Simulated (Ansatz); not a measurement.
**AlP at 6 GPa: from Born charge to LO–TO splitting and polaron coupling**

Theory: Ansatz 0.2.0, DFT LDA, scalar-relativistic, plane waves, PAW. Cutoff 420 eV, 10×10×10 k-points (Γ-centred), fixed occupations. No spin polarisation. Phonons by linear response, acoustic sum rule imposed.

The cell, relaxed at 6 GPa:
Space group F-43m (No. 216). a = 5.328 Å, b = 5.328 Å, c = 5.328 Å, α = 90.00°, β = 90.00°, γ = 90.00°
| atom | site | symmetry | x | y | z |
| --- | --- | --- | --- | --- | --- |
| Al | 4a | -43m | 0.0000 | 0.0000 | 0.0000 |
| P | 4c | -43m | 0.2500 | 0.2500 | 0.2500 |

Linear response gives ν_TO = 472.6 cm⁻¹, Born charges ±2.182 e (positive on Al) and ε∞ = 8.281. The primitive cell holds 37.814 Å³, and the masses are 26.982 and 30.974 amu.

**Question.** Find ν_LO and the static dielectric constant.

**Answer.** The long-wave field adds a restoring force: ω_LO² − ω_TO² = Z*²e²/(ε_vac ε∞ μV). In these units ν_LO² − ν_TO² = 4.92064×10⁷ Z*²/(μ V ε∞) cm⁻², with μ = m₁m₂/(m₁ + m₂) = 14.420 amu: 51903 cm⁻². So ν_LO = √(472.6² + 51903) = 524.6 cm⁻¹, and the run gives 524.6. Lyddane–Sachs–Teller then gives ε0 = ε∞ (ν_LO/ν_TO)² = 10.21, against 10.21 in the run (it forms both from the same three quantities, so the match checks the arithmetic only). Between ν_TO and ν_LO the dielectric function is negative and an undamped crystal reflects fully: a reststrahlen band from 19.1 to 21.2 μm.

**Question.** What do the Clausius–Mossotti polarisability and the Szigeti charge come to?

**Answer.** With the Lorentz local field, α = (3V/4π)(ε∞ − 1)/(ε∞ + 2) = 6.39 Å³ for the pair, and e_S = 3Z*/(ε∞ + 2) = 0.64 e. The Born charge includes the electrons' response to the dipole's own local field, and e_S takes that enhancement out. The Lorentz field assumes point-like polarisable ions, a poor picture once ε∞ is this large, since the electron clouds then overlap or are shared, so both numbers are formal here.

**Question.** How strongly does a slow electron couple to the LO mode?

**Answer.** For one isotropic parabolic band, Fröhlich's constant is α_F = (1/ε∞ − 1/ε0) √(m* Ry/ħω_LO), with Ry = 13.606 eV, ħω_LO = 65.0 meV and m* in free-electron masses: α_F = 0.0228 × 14.46 × √m* = 0.33 √m*. The band mass isn't part of this run; for m* = 0.1, 0.3 and 1 it gives 0.10, 0.18, 0.33. In weak coupling the polaron lies α_F ħω_LO below the band edge (12 meV at m* = 0.3) with a mass m*(1 + α_F/6); past α_F of about 5 or 6 that expansion fails. A semilocal functional's ε∞ tends to be too large, which taken alone lowers α_F.

Cost: 1 run of about 0.45 core-minutes, on Intel Xeon Platinum 8488C (Sapphire Rapids) (shared hosts).

AlP at this pressure is a weakly polar lattice: most of the static dielectric constant is already present in ε∞ = 8.281, and the ions raise it only to 10.21. The bonds are largely covalent sp³ bonds, polarised towards the more electronegative phosphorus. Their electrons respond readily to a field and screen the long-range force that separates LO from TO. The Born charge of 2.182 e is therefore compatible with a modest splitting; it measures the polarisation created by moving an atom, not the static charge residing on it. The high optical frequencies reflect light atoms and stiff bonds rather than strong ionicity.

The same small ionic share of the screening keeps the Fröhlich coupling weak for all three trial masses, which supports a large, mobile polaron rather than self-trapping by the polar mode alone. For real carriers, however, the single-mass formula is only a guide, since AlP's conduction valleys near X are anisotropic and its valence-band top is degenerate.
